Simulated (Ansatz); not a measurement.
# What spin–orbit coupling does to the bands of YN

```
Y N
1.0
     0.00000    2.43850    2.43850
     2.43850    0.00000    2.43850
     2.43850    2.43850    0.00000
Y N
1 1
Direct
  0.00000 0.00000 0.00000
  0.50000 0.50000 0.50000
```

Atom numbers follow the list: Y1, N2.

The conventional cell has a = 4.877 Å, b = 4.877 Å, c = 4.877 Å, α = 90.00°, β = 90.00°, γ = 90.00°. Y (atom 1) is surrounded by 6 N at 2.44 Å. N (atom 2) is surrounded by 6 Y at 2.44 Å.

The cell is COD entry 9008768, as deposited and not checked against the literature; nothing was relaxed.

Levels of theory: DFT, PBE, all-electron LAPW, scalar-relativistic (Ansatz 0.2.0); DFT, PBE, all-electron LAPW, Dirac equation with spin-orbit coupling (Ansatz 0.2.0).

The runs use a Γ-centred 11×11×11 k mesh, Fermi–Dirac smearing of 0.03 eV, basis error target 1 meV/atom, no spin polarisation.

Levels between -4 and 3 eV, each run counted from its own valence-band top. Scalar levels are listed once for both spins; with the coupling every spinor state is counted. Levels near the edges of the range can cross them.

**Question.** At Γ (0.000, 0.000, 0.000) the scalar-relativistic levels are 0.00 (×3). What are they with spin–orbit coupling?

**Answer.** -0.06 (×2), 0.00 (×4).

**Question.** At X (0.500, 0.000, 0.500) the scalar-relativistic levels are -1.48, -0.38 (×2), 0.18. What are they with spin–orbit coupling?

**Answer.** -1.51 (×2), -0.44 (×2), -0.35 (×2), 0.16 (×2).

**Question.** At K (0.375, 0.375, 0.750) the scalar-relativistic levels are -2.19, -1.58, -1.32, 2.46. What are they with spin–orbit coupling?

**Answer.** -2.22 (×2), -1.60 (×2), -1.33 (×2), 2.45 (×2).

**Question.** Without the coupling the gap is 0.18 eV, indirect from Γ to X (0.5, 0, 0.5) (so small a gap may close at points that the mesh and path miss). And with it?

**Answer.** 0.16 eV, indirect from Γ to X (0.5, 0, 0.5) (so small a gap may close at points that the mesh and path miss).
